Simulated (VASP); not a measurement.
# Os (Fd-3m) in VASP: further runs

One crystal, Os, is run at these levels: LDA; tasks: single point.

All numbers are computed with VASP 6.6.1; they aren't measurements. Logs are shortened: lines on timing, memory, paths and dates and some standing lists are left out, and cuts for length are marked.

**1. Starting point**

Symmetry: Fd-3m, No. 227, cubic system. The conventional cell has a = 5.473 Å, b = 5.473 Å, c = 5.473 Å, α = 90.00°, β = 90.00°, γ = 90.00°. Around Os (site symmetry -43m) lie 4 Os at 2.37 Å.

This isn't the form of Os at room conditions, which is hcp.

**2. Single point, LDA**

INCAR reads:

```
PREC     = Accurate       # precision mode
ENCUT    = 520            # plane-wave cutoff, eV
EDIFF    = 1E-7           # SCF threshold, eV
ISMEAR   = -1             # smearing method
SIGMA    = 0.1            # smearing width, eV
LREAL    = False          # projectors in reciprocal space
LASPH    = True           # aspherical terms in the spheres
NELM     = 100            # most SCF steps
ALGO     = Normal         # electronic algorithm
ISIF     = 2              # what is computed and relaxed
LWAVE    = False          # write WAVECAR
LCHARG   = False          # write CHGCAR
NBANDS   = 15             # bands
```

KPOINTS reads:

```
regular mesh
0
Gamma
  16 16 16
```

POSCAR reads:

```
Os
1.0
    0.0000000000      2.7363257738      2.7363257738
    2.7363257738      0.0000000000      2.7363257738
    2.7363257738      2.7363257738      0.0000000000
Os
2
Direct
    0.1250000000      0.1250000000      0.1250000000
    0.8750000000      0.8750000000      0.8750000000
```

Potentials or basis: VASP PAW LDA potentials, release 64 (Os).

Run with:

```console
cat potpaw_LDA.64/Os/POTCAR > POTCAR
mpirun -np 1 vasp_std > vasp.out
```

OUTCAR:

```text
PREC = Accurate
   ENCUT = 520
   EDIFF = 1E-7
   ISMEAR = -1
   LREAL = False
   LASPH = True
   NELM = 100
   ISIF = 2

 ion  position               nearest neighbor table
   1  0.125  0.125  0.125-   2 2.37   2 2.37   2 2.37   2 2.37
   2  0.875  0.875  0.875-   1 2.37   1 2.37   1 2.37   1 2.37

  LATTYP: Found a face centered cubic cell.
 ALAT       =     5.4726515476

  Lattice vectors:

 A1 = (   0.0000000000,   2.7363257738,   2.7363257738)
 A2 = (   2.7363257738,   0.0000000000,   2.7363257738)
 A3 = (   2.7363257738,   2.7363257738,   0.0000000000)

Analysis of symmetry for initial positions (statically):
=====================================================================
 Subroutine PRICEL returns:
 Original cell was already a primitive cell.

 Routine SETGRP: Setting up the symmetry group for a
 face centered cubic supercell.

 Subroutine GETGRP returns: Found 48 space group operations
 (whereof 12 operations were pure point group operations)
 out of a pool of 48 trial point group operations.

The static configuration has the point symmetry D_3d.
 The point group associated with its full space group is O_h .

Analysis of symmetry for dynamics (positions and initial velocities):
=====================================================================
 Subroutine PRICEL returns:
 Original cell was already a primitive cell.

 Routine SETGRP: Setting up the symmetry group for a
 face centered cubic supercell.

 Subroutine GETGRP returns: Found 48 space group operations
 (whereof 12 operations were pure point group operations)
 out of a pool of 48 trial point group operations.

The dynamic configuration has the point symmetry D_3d.
 The point group associated with its full space group is O_h .

 Subroutine INISYM returns: Found 48 space group operations
 (whereof 12 operations are pure point group operations),
 and found     1 'primitive' translations

----------------------------------------------------------------------------------------

                                     Primitive cell

  volume of cell :      40.9764

  direct lattice vectors                    reciprocal lattice vectors
     0.000000000  2.736325774  2.736325774    -0.182726781  0.182726781  0.182726781
     2.736325774  0.000000000  2.736325774     0.182726781 -0.182726781  0.182726781
     2.736325774  2.736325774  0.000000000     0.182726781  0.182726781 -0.182726781

  length of vectors
     3.869749020  3.869749020  3.869749020     0.316492068  0.316492068  0.316492068

  position of ions in fractional coordinates (direct lattice)
     0.125000000  0.125000000  0.125000000
     0.875000000  0.875000000  0.875000000

  ion indices of the primitive-cell ions
   primitive index   ion index
                 1           1
                 2           2

----------------------------------------------------------------------------------------

 KPOINTS: regular mesh

Automatic generation of k-mesh.
 Grid dimensions read from file:
 generate k-points for:   16   16   16

 Generating k-lattice:

  Cartesian coordinates                     Fractional coordinates (reciprocal lattice)
    -0.011420424  0.011420424  0.011420424     0.062500000  0.000000000  0.000000000
     0.011420424 -0.011420424  0.011420424     0.000000000  0.062500000  0.000000000
     0.011420424  0.011420424 -0.011420424     0.000000000  0.000000000  0.062500000

  Length of vectors
     0.019780754  0.019780754  0.019780754

  Shift w.r.t. Gamma in fractional coordinates (k-lattice)
     0.000000000  0.000000000  0.000000000

 Subroutine IBZKPT returns following result:
 ===========================================

 Found    145 irreducible k-points:

 Following reciprocal coordinates:
            Coordinates               Weight
  0.000000  0.000000  0.000000      1.000000
  0.062500  0.000000  0.000000      8.000000
  0.125000  0.000000  0.000000      8.000000
  0.187500  0.000000  0.000000      8.000000
  0.250000  0.000000  0.000000      8.000000
  0.312500  0.000000  0.000000      8.000000
[... 16 lines left out ...]
 -0.125000  0.062500  0.000000     24.000000
 -0.062500  0.062500  0.000000     12.000000
 [... further k-points ...]
   k-points           NKPTS =    145   k-points in BZ     NKDIM =    145   number of bands    NBANDS=     15
   number of dos      NEDOS =    301   number of ions     NIONS =      2
   total plane-waves  NPLWV =  27000
   dimension x,y,z NGX =    30 NGY =   30 NGZ =   30
   dimension x,y,z NGXF=    60 NGYF=   60 NGZF=   60
   ions per type =               2
   NGX,Y,Z   is equivalent  to a cutoff of  12.89, 12.89, 12.89 a.u.
   NGXF,Y,Z  is equivalent  to a cutoff of  25.78, 25.78, 25.78 a.u.
 SYSTEM =  unknown system
   PREC   = accura    normal or accurate (medium, high low for compatibility)
   ISTART =      0    job   : 0-new  1-cont  2-samecut
   ICHARG =      2    charge: 1-file 2-atom 10-const
   ISPIN  =      1    spin polarized calculation?
   LNONCOLLINEAR =      F non collinear calculations
   LSORBIT =      F    spin-orbit coupling
   LASPH  =      T    aspherical Exc in radial PAW
   ENCUT  =  520.0 eV  38.22 Ry    6.18 a.u.   7.20  7.20  7.20*2*pi/ulx,y,z
   NELM   =    100;   NELMIN=  2; NELMDL= -5     # of ELM steps
   EDIFF  = 0.1E-06   stopping-criterion for ELM
   LREAL  =      F    real-space projection
   EDIFFG = 0.1E-05   stopping-criterion for IOM
   NSW    =      0    number of steps for IOM
   IBRION =     -1    ionic relax: 0-MD 1-quasi-New 2-CG
   NFREE  =      0    steps in history (QN), initial steepest desc. (CG)
   ISIF   =      2    stress and relaxation
   ISYM   =      2    0-nonsym 1-usesym 2-fastsym
   POTIM  = 0.5000    time-step for ionic-motion
   TEBEG  =    0.0;   TEEND  =   0.0 temperature during run
   PSTRESS=    0.0 pullay stress
   NELECT =      16.0000    total number of electrons
   NUPDOWN=      -1.0000    fix difference up-down
   EMIN   =  10.00;   EMAX   =-10.00  energy-range for DOS
   EFERMI =   0.00;   METHOD = LEGACY
   ISMEAR =    -1;   SIGMA  =   0.10  broadening in eV -4-tet -1-fermi 0-gaus
   EFERMI_NEDOS =   21; number of points for ismear=-14 and -15
   IALGO  =     38    algorithm
   IMIX   =      4    mixing-type and parameters
     AMIX     =   0.40;   BMIX     =  1.00
     AMIX_MAG =   1.60;   BMIX_MAG =  1.00
  volume/ion in A,a.u.               =      20.49       138.26
  Fermi-wavevector in a.u.,A,eV,Ry     =   1.196567  2.261184 19.480449  1.431773
  Thomas-Fermi vector in A             =   2.332504
   LORBIT       =      0    0 simple, 1 ext, 2 COOP (PROOUT), +10 PAW based schemes
   GGA     = CA    functional components
   LHFCALC =     F    Hartree Fock is set to
   AEXX    =    0.0000 exact exchange contribution
   IVDW    =     0    specifies the selected vdW correction
   LEPSILON=     F    determine dielectric tensor
   LRPA    =     F    only Hartree local field effects (RPA)
 non-spin polarized calculation
  energy-cutoff  :      520.00
  volume of cell :       40.98
 maximum number of plane-waves:      1124
 NGX is ok and might be reduce to    30
   NGX = 15   NGY = 15   NGZ = 15

 number of electron      16.0000002 magnetization

 Free energy of the ion-electron system (eV)
  ---------------------------------------------------
  ext. energy  EPLUGINS =         0.00000000
  ---------------------------------------------------
  free energy    TOTEN  =       -22.44200770 eV

  energy without entropy =      -22.38820736  energy(sigma->0) =      -22.41510753

 E-fermi :   4.6855     XC(G=0): -11.6687

 val. band max:        4.6809175658   @ k =   0.4375   0.0625   0.0000
 cond. band min:       4.6899040886   @ k =   0.3125   0.2500   0.0625
 fundamental gap:      0.0089865228
 Fermi energy:         4.6855477926

 k-point     1 :       0.0000    0.0000    0.0000
  band No.  band energies     occupation
      1      -3.0999      2.00000
      2       0.2740      2.00000
      3       0.2740      2.00000
      4       0.9887      2.00000
      5       0.9887      2.00000
      6       0.9887      2.00000
      7       4.0933      1.99466
      8       4.0933      1.99466
      9       4.0933      1.99466
     10       7.3965      0.00000
     11       7.3965      0.00000
     12      16.0802      0.00000
     13      16.3133      0.00000
     14      17.6687      0.00000
     15      17.6687      0.00000

 k-point     2 :       0.0625    0.0000    0.0000
  band No.  band energies     occupation
      1      -3.0245      2.00000
      2       0.2256      2.00000
      3       0.2256      2.00000
      4       0.9775      2.00000
      5       1.0684      2.00000
      6       1.0684      2.00000
      7       4.0056      1.99777
      8       4.0802      1.99531
      9       4.0802      1.99531
     10       7.3891      0.00000
     11       7.3891      0.00000
     12      15.7827      0.00000
     13      16.3649      0.00000
     14      17.6751      0.00000
     15      17.6751      0.00000

 k-point     3 :       0.1250    0.0000    0.0000
  band No.  band energies     occupation
      1      -2.8035      2.00000
      2       0.1381      2.00000
      3       0.1381      2.00000
      4       0.9472      2.00000
      5       1.2359      2.00000
      6       1.2359      2.00000
      7       3.7681      1.99979
      8       4.0579      1.99625
      9       4.0579      1.99625
     10       7.3638      0.00000
     11       7.3638      0.00000
     12      15.1045      0.00000
     13      15.9922      0.00000
     14      17.5843      0.00000
     15      17.6753      0.00000
[... 343 lines left out ...]
 k-point    23 :      -0.1250    0.0625    0.0000
  band No.  band energies     occupation
      1      -2.6349      2.00000
      2      -0.0310      2.00000
      3       0.2434      2.00000
      4       0.9419      2.00000
      5       1.1627      2.00000
      6       1.4649      2.00000
      7       3.5670      1.99997
      8       3.9241      1.99901
      9       4.2390      1.97726
     10       7.1636      0.00000
     11       7.4974      0.00000
     12      14.7132      0.00000
     13      15.6249      0.00000
     14      16.6126      0.00000
     15      17.3657      0.00000

 k-point    24 :      -0.0625    0.0625    0.0000
  band No.  band energies     occupation
      1      -2.9002      2.00000
      2       0.0844      2.00000
      3       0.2620      2.00000
      4       0.9822      2.00000
      5       1.0617      2.00000
      6       1.2546      2.00000
      7       3.8289      1.99962
      8       4.0036      1.99782
      9       4.1695      1.98859
     10       7.2869      0.00000
     11       7.4580      0.00000
     12      15.4544      0.00000
     13      16.3208      0.00000
     14      17.2853      0.00000
     15      17.6138      0.00000

 [... further k-points ...]
[... 5 lines left out ...]
  --------------------------------------------------------------------------------------
  -------------------------------------------------------------------------------------
  Total       -0.3808063     -0.3808063     -0.3808063     -0.0000000      0.0000000      0.0000000
  in kB      -14.8895399    -14.8895399    -14.8895399     -0.0000000      0.0000000      0.0000000
  external PRESSURE =     -14.8895399 kB  Pullay stress =       0.0000000 kB

 VOLUME and BASIS-vectors are now :
 -----------------------------------------------------------------------------
  energy-cutoff  :      520.00
  volume of cell :       40.98
      direct lattice vectors                 reciprocal lattice vectors
     0.000000000  2.736325774  2.736325774    -0.182726781  0.182726781  0.182726781
     2.736325774  0.000000000  2.736325774     0.182726781 -0.182726781  0.182726781
     2.736325774  2.736325774  0.000000000     0.182726781  0.182726781 -0.182726781

 POSITION                                       TOTAL-FORCE (eV/Angst)
 -----------------------------------------------------------------------------------
      0.68408      0.68408      0.68408         0.000000      0.000000     -0.000000
      4.78857      4.78857      4.78857        -0.000000     -0.000000      0.000000
 -----------------------------------------------------------------------------------
    total drift:                               -0.000000      0.000000      0.000000

  FREE ENERGIE OF THE ION-ELECTRON SYSTEM (eV)
  ---------------------------------------------------
  free  energy   TOTEN  =       -22.4420076982 eV

  energy  without entropy=      -22.3882073610  energy(sigma->0) =      -22.41510753
```

Wall time 66 s (1 thread of Intel Xeon Platinum 8488C (Sapphire Rapids), shared host); peak memory 0.2 GiB.

What came out:

```
Free energy            : -22.4420 eV
Pressure               : -1.5 GPa
Band gap on the k mesh : none (metal or under the smearing width)
```

Levels at points of the mesh, in eV from the Fermi level:
| k point | band 4 | band 5 | band 6 | band 7 | band 8 | band 9 | band 10 | band 11 | band 12 | band 13 |
| --- | --- | --- | --- | --- | --- | --- | --- | --- | --- | --- |
| (0.00, 0.00, 0.00) | -3.70 | -3.70 | -3.70 | -0.59 | -0.59 | -0.59 | 2.71 | 2.71 | 11.39 | 11.63 |
| (0.50, 0.00, 0.00) | -4.04 | -3.97 | -3.97 | -1.52 | 0.43 | 0.43 | 1.93 | 1.93 | 2.99 | 10.03 |
| (0.50, 0.50, 0.00) | -3.93 | -2.84 | -2.84 | -1.37 | -1.37 | 2.31 | 2.31 | 3.53 | 3.53 | 4.39 |

The run has no spin-orbit coupling, so splittings on Os are missing.

**3. Single point, LDA**

This run uses another cell than the first one, of 22.13 Å³/atom, 1.080 times its volume.

INCAR reads:

```
SYSTEM = Os
PREC     = Accurate       ! precision mode
ENCUT    = 520            ! plane-wave cutoff, eV
EDIFF    = 1E-6           ! SCF threshold, eV
ISMEAR   = -1             ! smearing method
SIGMA    = 0.1            ! smearing width, eV
LREAL    = .FALSE.        ! projectors in reciprocal space
LASPH    = .TRUE.         ! aspherical terms in the spheres
NELM     = 60             ! most SCF steps
ALGO     = Normal         ! electronic algorithm
ISIF     = 2              ! what is computed and relaxed
LWAVE    = .FALSE.        ! write WAVECAR
LCHARG   = .FALSE.        ! write CHGCAR
NBANDS   = 15             ! bands
```

KPOINTS reads:

```
regular mesh
0
G
  11 11 11
  0 0 0
```

POSCAR reads:

```
Os
1.0
    0.0000000000      2.8074307533      2.8074307533
    2.8074307533      0.0000000000      2.8074307533
    2.8074307533      2.8074307533      0.0000000000
Os
2
Direct
    0.1250000000      0.1250000000      0.1250000000
    0.8750000000      0.8750000000      0.8750000000
```

Potentials or basis: VASP PAW LDA potentials, release 64 (Os).

Run with:

```console
cat potpaw_LDA.64/Os/POTCAR > POTCAR
mpirun -np 1 vasp_std > vasp.out
```

Wall time 26 s (1 thread of Intel Xeon Platinum 8488C (Sapphire Rapids), shared host); peak memory 0.16 GiB.

The run converged. Its results:

| Item | Value |
| --- | --- |
| Free energy | -22.2544 eV |
| Pressure | -16.0 GPa |
| Band gap on the k mesh | none (metal or under the smearing width) |

Levels at points of the mesh, in eV from the Fermi level:
```tsv
k point	band 5	band 6	band 7	band 8	band 9	band 10	band 11	band 12
(0.00, 0.00, 0.00)	-3.42	-3.42	-0.55	-0.55	-0.55	2.37	2.37	11.09
```

Caveat: so large a pressure means that the cell lies far from this level's equilibrium, or that cutoff or potentials fall short. The run has no spin-orbit coupling, so splittings on Os are missing.

**4. Single point, LDA**

This run uses another cell than the first one, of 18.03 Å³/atom, 0.880 times its volume.

INCAR reads:

```
PREC = Accurate
ENCUT = 520
EDIFF = 1E-6
ISMEAR = -1
SIGMA = 0.1
LREAL = F
LASPH = T
NELM = 60
ALGO = Normal
ISIF = 2
LWAVE = F
LCHARG = T
GGA = CA
LELF = T
LVHAR = T
NBANDS = 15
```

KPOINTS reads:

```
Automatic mesh
0
Gamma
  11 11 11
```

POSCAR reads:

```
Os
1.0
    0.0000000000      2.6221771296      2.6221771296
    2.6221771296      0.0000000000      2.6221771296
    2.6221771296      2.6221771296      0.0000000000
Os
2
Direct
    0.1250000000      0.1250000000      0.1250000000
    0.8750000000      0.8750000000      0.8750000000
```

Run with:

```console
cat potpaw_LDA.64/Os/POTCAR > POTCAR
mpirun -np 1 vasp_std > vasp.out
```

It took 18 s on 1 thread of Intel Xeon Platinum 8488C (Sapphire Rapids), shared host; peak memory 0.15 GiB.

Results (log left out):

```
Free energy            : -21.9609 eV
Pressure               : 36.5 GPa
Band gap on the k mesh : none (metal or under the smearing width)
```

Levels at points of the mesh, in eV from the Fermi level:
```
           k point  band 6  band 7  band 8  band 9  band 10  band 11
(0.00, 0.00, 0.00)   -4.18   -0.66   -0.66   -0.66     3.35     3.35
```

Caveat: a pressure of tens of GPa on the cell as given is suspect, and the run, the potentials or the cell itself is likely at fault.

**5. The runs side by side**

| cell | k mesh | gap on the mesh (eV) | pressure (GPa) |
| --- | --- | --- | --- |
| Fd-3m, 20.49 Å³/atom | 16 × 16 × 16 | none | -1.5 |
| Fd-3m, 22.13 Å³/atom | 11 × 11 × 11 | none | -16.0 |
| Fd-3m, 18.03 Å³/atom | 11 × 11 × 11 | none | 36.5 |

Alike in all rows: task single point; level LDA; potentials or basis VASP PAW LDA potentials, release 64 (Os); no spin polarisation; cutoff (eV) 520; smearing fermi-dirac 0.1 eV.

Every run on the cell as given and a fine mesh finds a metal.

Caveats: so large a pressure means that the cell lies far from this level's equilibrium, or that cutoff or potentials fall short (some runs); a pressure of tens of GPa on the cell as given is suspect, and the run, the potentials or the cell itself is likely at fault (some runs).

Total energies depend on the potentials used, so only differences within one code and one set of settings carry meaning.
